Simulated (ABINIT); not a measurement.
# AlN (P6_3mc) in ABINIT: notebook

The runs below take AlN through relaxation of cell and atoms, single point, with PBEsol.

All numbers are computed with ABINIT 10.8.3 (patched build); they aren't measurements. Logs are shortened: lines on timing, memory, paths and dates and some standing lists are left out, and cuts for length are marked. The log counts tension as positive stress, the text compression.

## (1) The structure

The structure is hexagonal, space group P6_3mc (No. 186). The conventional cell has a = 3.113 Å, b = 3.113 Å, c = 4.981 Å, α = 90.00°, β = 90.00°, γ = 120.00°. Around Al (site symmetry 3m) lie 4 N at 1.89 Å. N (site symmetry 3m) is surrounded by 4 Al at 1.89 Å.

## (2) Relaxation of cell and atoms, PBEsol

Input file run.abi:

```
# Pseudopotentials
pp_dirpath "./"
pseudos "Al.upf, N.upf"

# Structure
acell 3.113 3.113 4.981 Angstrom
rprim
     1.0000000000     0.0000000000     0.0000000000
    -0.5000000000     0.8660254038     0.0000000000
     0.0000000000     0.0000000000     1.0000000000
ntypat 2
znucl 13 7
natom 4
typat 1 1 2 2
chkprim 0
chksymtnons 0
tolsym 1.0e-6
xred
            2/3            1/3            1/2
            1/3            2/3            0.0
            2/3            1/3   0.8800000000
            1/3            2/3   0.3800000000

# Plane-wave basis
ecut 42.0
ecutsm 0.5

# k points
kptopt 1
ngkpt 8 8 4
nshiftk 1
shiftk 0.0 0.0 0.0

# Exchange and correlation
ixc -116133

# Bands and occupations
nband 12
occopt 3
tsmear 0.05 eV

# SCF cycle
nstep 80
tolvrs 1.0e-12

# Output
iomode 3
prteig 0
prtebands 0
prtwf 0
prtden 0

# Relaxation
ionmov 2
optcell 2
ntime 50
tolmxf 2.0e-5
dilatmx 1.08
```

Potentials or basis: PseudoDojo NC SR PBEsol v0.4.1 standard.

On the command line:

```bash
$ mpirun --bind-to none -np 4 abinit run.abi > log 2>&1
```

run.abo:

```text
.Version 10.8.3 of ABINIT
 Symmetries : space group P6_3 m c (#186); Bravais hP (primitive hexag.)
================================================================================
 Values of the parameters that define the memory need of the present run
     intxc =       0    ionmov =       2      iscf =       7    lmnmax =       6
     lnmax =       6     mgfft =      60  mpssoang =       3    mqgrid =    3001
     natom =       4  nloc_mem =       1    nspden =       1   nspinor =       1
    nsppol =       1      nsym =      12    n1xccc =    2501    ntypat =       2
    occopt =       3   xclevel =       2
       mpw =        4658          nfft =       96000          nkpt =          30
================================================================================
================================================================================

--------------------------------------------------------------------------------
------------- Echo of variables that govern the present computation ------------
--------------------------------------------------------------------------------
 -outvars: echo values of preprocessed input variables --------
            acell      5.8827174300E+00  5.8827174300E+00  9.4127258331E+00 Bohr
              amu      2.69815390E+01  1.40067400E+01
          chkprim           0
      chksymtnons           0
          dilatmx      1.08000000E+00
             ecut      4.20000000E+01 Hartree
           ecutsm      5.00000000E-01 Hartree
           ionmov           2
              ixc     -116133
         kptrlatt        8    0    0      0    8    0      0    0    4
          kptrlen      3.76509033E+01
            natom           4
            nband          12
            ngfft          40      40      60
             nkpt          30
            nstep          80
             nsym          12
            ntime          50
           ntypat           2
           occopt           3
          optcell           2
           prtden           0
        prtebands           0
           prteig           0
            prtwf           0
            rprim      1.0000000000E+00  0.0000000000E+00  0.0000000000E+00
                      -5.0000000000E-01  8.6602540380E-01  0.0000000000E+00
                       0.0000000000E+00  0.0000000000E+00  1.0000000000E+00
          spgroup         186
           tolmxf      2.00000000E-05
           tolsym      1.00000000E-06
           tolvrs      1.00000000E-12
           tsmear      1.83746611E-03 Hartree
            typat      1  1  2  2
           xangst      1.5565000000E+00  8.9864569401E-01  2.4905000000E+00
                      -4.1463783679E-17  1.7972913880E+00  0.0000000000E+00
                       1.5565000000E+00  8.9864569401E-01  4.3832800000E+00
                      -4.1463783679E-17  1.7972913880E+00  1.8927800000E+00
            xcart      2.9413587150E+00  1.6981942459E+00  4.7063629166E+00
                      -7.8355195297E-17  3.3963884918E+00  0.0000000000E+00
                       2.9413587150E+00  1.6981942459E+00  8.2831987332E+00
                      -7.8355195297E-17  3.3963884918E+00  3.5768358166E+00
             xred      6.6666666667E-01  3.3333333333E-01  5.0000000000E-01
                       3.3333333333E-01  6.6666666667E-01  0.0000000000E+00
                       6.6666666667E-01  3.3333333333E-01  8.8000000000E-01
                       3.3333333333E-01  6.6666666667E-01  3.8000000000E-01
            znucl       13.00000    7.00000

================================================================================

 chkinp: Checking input parameters for consistency.

================================================================================
== DATASET  1 ==================================================================

--- !DatasetInfo
iteration_state: {dtset: 1, }
dimensions: {natom: 4, nkpt: 30, mband: 12, nsppol: 1, nspinor: 1, nspden: 1, mpw: 4658, }
cutoff_energies: {ecut:  42.0, pawecutdg:  -1.0, }
electrons: {nelect:   1.60000000E+01, charge:   0.00000000E+00, occopt:   3.00000000E+00, tsmear:   1.83746611E-03, }
meta: {optdriver: 0, ionmov: 2, optcell: 2, iscf: 7, paral_kgb: 0, }
...

 Real(R)+Recip(G) space primitive vectors, cartesian coordinates (Bohr,Bohr^-1):
 R(1)=  5.8827174  0.0000000  0.0000000  G(1)=  0.1699895  0.0981435  0.0000000
 R(2)= -2.9413587  5.0945827  0.0000000  G(2)=  0.0000000  0.1962869  0.0000000
 R(3)=  0.0000000  0.0000000  9.4127258  G(3)=  0.0000000  0.0000000  0.1062392
 Unit cell volume ucvol=  2.8209931E+02 bohr^3
 Angles (23,13,12)=  9.00000000E+01  9.00000000E+01  1.20000000E+02 degrees

 getcut: wavevector=  0.0000  0.0000  0.0000  ngfft=  40  40  60
         ecut(hartree)=     48.989   => boxcut(ratio)=   2.02312

--- Pseudopotential description ------------------------------------------------
- pspini: atom type   1  psp file is ./Al.upf
  13.00000   3.00000  180301                  znucl, zion, pspdat
12 -116133 2 -1 1876                          pspcod,pspxc,lmax,lloc,mmax
     nproj     2     2     2

- pspini: atom type   2  psp file is ./N.upf
   7.00000   5.00000  180301                  znucl, zion, pspdat
12 -116133 1 -1 1058                          pspcod,pspxc,lmax,lloc,mmax
     nproj     2     2     0

   1.90405685E+02                                ecore*ucvol(ha*bohr**3)
--------------------------------------------------------------------------------

================================================================================

=== [ionmov= 2] Broyden-Fletcher-Goldfarb-Shanno method (forces)
================================================================================

--- Iteration: ( 1/50) Internal Cycle: (1/1)
--------------------------------------------------------------------------------

---SELF-CONSISTENT-FIELD CONVERGENCE--------------------------------------------

--- !BeginCycle
iteration_state: {dtset: 1, itime: 1, icycle: 1, }
solver: {iscf: 7, nstep: 80, nline: 4, wfoptalg: 0, }
tolerances: {tolvrs: 1.00E-12, }
...

     iter   Etot(hartree)      deltaE(h)  residm     vres2
 ETOT  1  -25.215919522755    -2.522E+01 6.555E-02 1.458E+03
 ETOT  2  -25.295370964010    -7.945E-02 2.464E-02 1.132E+03
 ETOT  3  -25.529145750600    -2.338E-01 3.353E-02 2.479E+00
 ETOT  4  -25.529853726763    -7.080E-04 2.672E-02 2.926E-02
 ETOT  5  -25.529857057258    -3.330E-06 2.231E-03 1.842E-03
 ETOT  6  -25.529857174207    -1.169E-07 5.705E-03 9.321E-05
 ETOT  7  -25.529857194117    -1.991E-08 7.793E-04 7.693E-07
 ETOT  8  -25.529857194118    -7.532E-13 1.767E-03 2.803E-07
 ETOT  9  -25.529857194177    -5.944E-11 2.039E-04 5.583E-09
 ETOT 10  -25.529857194178    -1.378E-12 3.123E-04 5.786E-12
 ETOT 11  -25.529857194179    -2.700E-13 4.972E-05 6.140E-14
[... 729 lines left out ...]
 -5.38529044630877E-28  1.80754832247215E-44 -5.37352356233715E-05
  0.00000000000000E+00 -0.00000000000000E+00  5.37352356233715E-05
  0.00000000000000E+00 -0.00000000000000E+00  5.37352356233715E-05
 Scale of Primitive Cell (acell) [bohr]
  5.88301695639603E+00  5.88301695647531E+00  9.41623677941817E+00
 Real space primitive translations (rprimd) [bohr]
  5.88301695639603E+00  0.00000000000000E+00  0.00000000000000E+00
 -2.94150847819801E+00  5.09484213522511E+00  0.00000000000000E+00
  0.00000000000000E+00  0.00000000000000E+00  9.41623677941817E+00
 Unitary Cell Volume (ucvol) [Bohr^3]=  2.82233266796240E+02
 Angles (23,13,12)= [degrees]
  9.00000000000000E+01  9.00000000000000E+01  1.19999999999554E+02
 Lengths [Bohr]
  5.88301695639603E+00  5.88301695647531E+00  9.41623677941817E+00
 Stress tensor in cartesian coordinates (strten) [Ha/bohr^3]
 -9.93662211106611E-10  0.00000000000000E+00  0.00000000000000E+00
  0.00000000000000E+00 -9.93748114179460E-10  0.00000000000000E+00
  0.00000000000000E+00  0.00000000000000E+00  6.57922665831152E-08
 Total energy (etotal) [Ha]= -2.55299057622871E+01

 Difference of energy with previous step (new-old):
           Absolute (Ha)=-2.78264E-08
           Relative     =-1.08995E-09

 At Broyd/MD step   7, gradients are converged :
  max grad (force/stress) = 6.5792E-06 < tolmxf= 2.0000E-05 ha/bohr (free atoms)

================================================================================

 ----iterations are completed or convergence reached----

 Mean square residual over all n,k,spin=   12.777E-15; max=  16.954E-13
 reduced coordinates (array xred) for    4 atoms
       0.666666666667      0.333333333333      0.499022429553
       0.333333333333      0.666666666667     -0.000977570447
       0.666666666667      0.333333333333      0.880977570447
       0.333333333333      0.666666666667      0.380977570447
 rms dE/dt=  3.1024E-05; max dE/dt=  5.3572E-05; dE/dt below (all hartree)
    1       0.000000000000      0.000000000000     -0.000053898309
    2      -0.000000000000      0.000000000000     -0.000053898309
    3       0.000000000000      0.000000000000      0.000053572162
    4       0.000000000000      0.000000000000      0.000053572162

 cartesian coordinates (angstrom) at end:
    1      1.55657925128435     0.89869144976015     2.48655786173787
    2      0.00000000000000     1.79738289952031    -0.00487109463929
    3      1.55657925128435     0.89869144976015     4.38978605786310
    4      0.00000000000000     1.79738289952031     1.89835710148594

 cartesian forces (hartree/bohr) at end:
    1     -0.00000000000000    -0.00000000000000     0.00000570665722
    2      0.00000000000000     0.00000000000000     0.00000570665722
    3     -0.00000000000000    -0.00000000000000    -0.00000570665722
    4     -0.00000000000000    -0.00000000000000    -0.00000570665722
 frms,max,avg= 3.2947401E-06 5.7066572E-06   0.000E+00  0.000E+00  1.732E-08 h/b

 cartesian forces (eV/Angstrom) at end:
    1     -0.00000000000000    -0.00000000000000     0.00029344811294
    2      0.00000000000000     0.00000000000000     0.00029344811294
    3     -0.00000000000000    -0.00000000000000    -0.00029344811294
    4     -0.00000000000000    -0.00000000000000    -0.00029344811294
 frms,max,avg= 1.6942235E-04 2.9344811E-04   0.000E+00  0.000E+00  8.905E-07 e/A
 length scales=  5.883016956396  5.883016956475  9.416236779418 bohr
              =  3.113158502569  3.113158502611  4.982857912754 angstroms
 Fermi (or HOMO) energy (hartree) =   0.27468   Average Vxc (hartree)=  -0.39978
 Eigenvalues (hartree) for nkpt=  30  k points:
 kpt#   1, nband= 12, wtk=  0.00391, kpt=  0.0000  0.0000  0.0000 (reduced coord)
  -0.34064   -0.26036   -0.00635    0.18412    0.18412    0.20822    0.20822    0.21641
   0.36723    0.45694    0.60115    0.62182
      occupation numbers for kpt#   1
   2.00000    2.00000    2.00000    2.00000    2.00000    2.00000    2.00000    2.00000
   0.00000    0.00000    0.00000    0.00000
 prteigrs : prtvol=0 or 1, do not print more k-points.

--- !EnergyTerms
iteration_state     : {dtset: 1, itime: 7, icycle: 1, }
comment             : Components of total free energy in Hartree
kinetic             :  1.63007910552065E+01
hartree             :  5.61256071799610E+00
xc                  : -8.41107837037423E+00
Ewald energy        : -2.17400388339104E+01
psp_core            :  6.74639413032103E-01
local_psp           : -1.66618225254517E+01
non_local_psp       : -1.30495721878549E+00
internal            : -2.55299057622871E+01
'-kT*entropy'       :  1.25327081198538E-15
total_energy        : -2.55299057622871E+01
total_energy_eV     : -6.94704126521091E+02
band_energy         :  3.68495615174138E-01
...

 rms coord change=  5.6440E-04   atom, delta coord (reduced):
     1        0.000000000000      0.000000000000     -0.000977570447
     2        0.000000000000      0.000000000000     -0.000977570447
     3        0.000000000000      0.000000000000      0.000977570447
     4        0.000000000000      0.000000000000      0.000977570447

 Cartesian components of stress tensor (hartree/bohr^3)
  sigma(1 1)= -9.93662211E-10  sigma(3 2)=  0.00000000E+00
  sigma(2 2)= -9.93748114E-10  sigma(3 1)=  0.00000000E+00
  sigma(3 3)=  6.57922666E-08  sigma(2 1)=  0.00000000E+00

-Cartesian components of stress tensor (GPa)         [Pressure= -6.2573E-04 GPa]
- sigma(1 1)= -2.92345516E-05  sigma(3 2)=  0.00000000E+00
- sigma(2 2)= -2.92370789E-05  sigma(3 1)=  0.00000000E+00
- sigma(3 3)=  1.93567531E-03  sigma(2 1)=  0.00000000E+00

== END DATASET(S) ==============================================================
================================================================================

 -outvars: echo values of variables after computation  --------
            acell      5.8830169564E+00  5.8830169565E+00  9.4162367794E+00 Bohr
           etotal     -2.5529905762E+01
            fcart     -9.1539604360E-29 -5.2850415218E-29  5.7066572222E-06
                       9.1539604360E-29  5.2850415218E-29  5.7066572222E-06
                      -0.0000000000E+00 -0.0000000000E+00 -5.7066572222E-06
                      -0.0000000000E+00 -0.0000000000E+00 -5.7066572222E-06
            rprim      1.0000000000E+00  0.0000000000E+00  0.0000000000E+00
                      -4.9999999999E-01  8.6602540379E-01  0.0000000000E+00
                       0.0000000000E+00  0.0000000000E+00  1.0000000000E+00
           strten     -9.9366221111E-10 -9.9374811418E-10  6.5792266583E-08
                       0.0000000000E+00  0.0000000000E+00  0.0000000000E+00
           xangst      1.5565792513E+00  8.9869144976E-01  2.4865578617E+00
                       3.6876045195E-17  1.7973828995E+00 -4.8710946393E-03
                       1.5565792513E+00  8.9869144976E-01  4.3897860579E+00
                       3.6876045195E-17  1.7973828995E+00  1.8983571015E+00
             xred      6.6666666667E-01  3.3333333333E-01  4.9902242955E-01
                       3.3333333333E-01  6.6666666667E-01 -9.7757044744E-04
                       6.6666666667E-01  3.3333333333E-01  8.8097757045E-01
                       3.3333333333E-01  6.6666666667E-01  3.8097757045E-01
 Calculation completed.
```

It took 68 s on 4 MPI ranks of Arm Neoverse V2, shared host; peak memory 0.36 GiB.

What came out:

```yaml
Free_energy: -694.7041 eV
Relaxed_volume: 10.46 Å³/atom
Relaxed_cell: a = 3.113 Å, b = 3.113 Å, c = 4.983 Å, α = 90.00°, β = 90.00°, γ = 120.00°
Space_group_after_relaxing_to_0.05_Å: P6_3mc (No. 186)
Energy_gained_by_relaxing: 0.3 meV/atom
Ionic_steps: 7
Pressure_after_relaxing: 0.0 GPa
Band_gap_on_the_k_mesh: 4.10 eV, direct
```

The path:
```
step  energy change (eV)  largest force (eV/Å)  pressure (GPa)  volume (Å³)
   1              0.0000                0.1321            0.13        41.80
   2             -0.0008                0.0755            0.05        41.82
   3             -0.0012                0.0214           -0.02        41.83
   4             -0.0012                0.0123           -0.02        41.83
   5             -0.0013                0.0046           -0.01        41.83
   6             -0.0013                0.0025           -0.01        41.82
   7             -0.0013                0.0003            0.00        41.82
```

Final structure:
```xyz
4
Lattice="3.1132 0.0000 0.0000 -1.5566 2.6961 0.0000 0.0000 0.0000 4.9829" Properties=species:S:1:pos:R:3 pbc="T T T"
Al    1.5566    0.8987    2.4866
Al    0.0000    1.7974   -0.0049
N     1.5566    0.8987    4.3898
N     0.0000    1.7974    1.8984
```

## (3) Single point, PBEsol (cell relaxed)

Input file run.abi:

```
pp_dirpath "./"
pseudos "Al.upf, N.upf"

acell 3.1131585 3.1131585026 4.98285792 Angstrom
rprim
     1.0000000000     0.0000000000     0.0000000000
    -0.4999999996     0.8660254040     0.0000000000
     0.0000000000     0.0000000000     1.0000000000
ntypat 2
znucl 13 7
natom 4
typat 1 1 2 2
xred
     0.6666666700     0.3333333300     0.4990224300
     0.3333333300     0.6666666700    -0.0009775700
     0.6666666700     0.3333333300     0.8809775700
     0.3333333300     0.6666666700     0.3809775700
chkprim 0
chksymtnons 0
tolsym 1.0e-6

ecut 42.0

kptopt 1
ngkpt 8 8 4
nshiftk 1
shiftk 0.0 0.0 0.0

ixc -116133

nband 12
occopt 3
tsmear 0.05 eV

nstep 100
tolvrs 1.0e-10

iomode 3
prtwf 0
prteig 0
prtebands 0
enunit 1
prtden 1
prtvha 1
prtvclmb 1
prtpot 1
prtelf 1
```

Potentials or basis: PseudoDojo NC SR PBEsol v0.4.1 standard.

On the command line:

```bash
$ mpirun --bind-to none -np 4 abinit run.abi > log 2>&1
```

run.abo:

```text
.Version 10.8.3 of ABINIT
 Symmetries : space group P6_3 m c (#186); Bravais hP (primitive hexag.)
================================================================================
 Values of the parameters that define the memory need of the present run
     intxc =       0    ionmov =       0      iscf =       7    lmnmax =       6
     lnmax =       6     mgfft =      60  mpssoang =       3    mqgrid =    3001
     natom =       4  nloc_mem =       1    nspden =       1   nspinor =       1
    nsppol =       1      nsym =      12    n1xccc =    2501    ntypat =       2
    occopt =       3   xclevel =       2
       mpw =        3694          nfft =       77760          nkpt =          30
================================================================================
================================================================================

--------------------------------------------------------------------------------
------------- Echo of variables that govern the present computation ------------
[... 240 lines left out ...]
            acell      5.8830169515E+00  5.8830169565E+00  9.4162367931E+00 Bohr
           etotal     -2.5529906477E+01
            fcart      5.8585346839E-27  3.3824265732E-27  5.7012665754E-06
                      -5.8585346839E-27 -3.3824265732E-27  5.7012665754E-06
                      -2.3434138735E-26 -1.3529706293E-26 -5.7012665754E-06
                       2.3434138735E-26  1.3529706293E-26 -5.7012665754E-06
            rprim      1.0000000000E+00  0.0000000000E+00  0.0000000000E+00
                      -4.9999999960E-01  8.6602540400E-01  0.0000000000E+00
                       0.0000000000E+00  0.0000000000E+00  1.0000000000E+00
           strten      2.7052796489E-07  2.7052278165E-07  3.4337979393E-07
                       0.0000000000E+00  0.0000000000E+00  4.8535325835E-14
           xangst      1.5565792500E+00  8.9869144998E-01  2.4865578676E+00
                      -3.6491245457E-11  1.7973829000E+00 -4.8710924169E-03
                       1.5565792500E+00  8.9869144998E-01  4.3897860620E+00
                      -3.6491245457E-11  1.7973829000E+00  1.8983571020E+00
             xred      6.6666666667E-01  3.3333333333E-01  4.9902243000E-01
                       3.3333333333E-01  6.6666666667E-01 -9.7757000000E-04
                       6.6666666667E-01  3.3333333333E-01  8.8097757000E-01
                       3.3333333333E-01  6.6666666667E-01  3.8097757000E-01
 Calculation completed.
```

It took 10 s on 4 MPI ranks of Arm Neoverse V2, shared host; peak memory 0.32 GiB.

Results:

* Free energy: -694.7041 eV
* Pressure: 0.0 GPa
* Band gap on the k mesh: 4.10 eV, direct
* Valence electrons inside the program's atomic spheres: Al 1.10; N 5.36

Levels at points of the mesh, in eV from the valence-band top:
```tsv
k point	band 6	band 7	band 8	band 9	band 10	band 11
(0.00, 0.00, 0.00)	-0.22	-0.22	0.00	4.10	6.55	10.52
(0.50, 0.00, 0.00)	-2.12	-1.81	-0.70	5.68	5.68	8.07
(0.00, 0.00, 0.50)	-0.56	-0.56	-0.56	6.36	6.36	10.19
(0.50, 0.00, 0.50)	-1.49	-1.38	-1.38	5.18	5.18	9.14
```
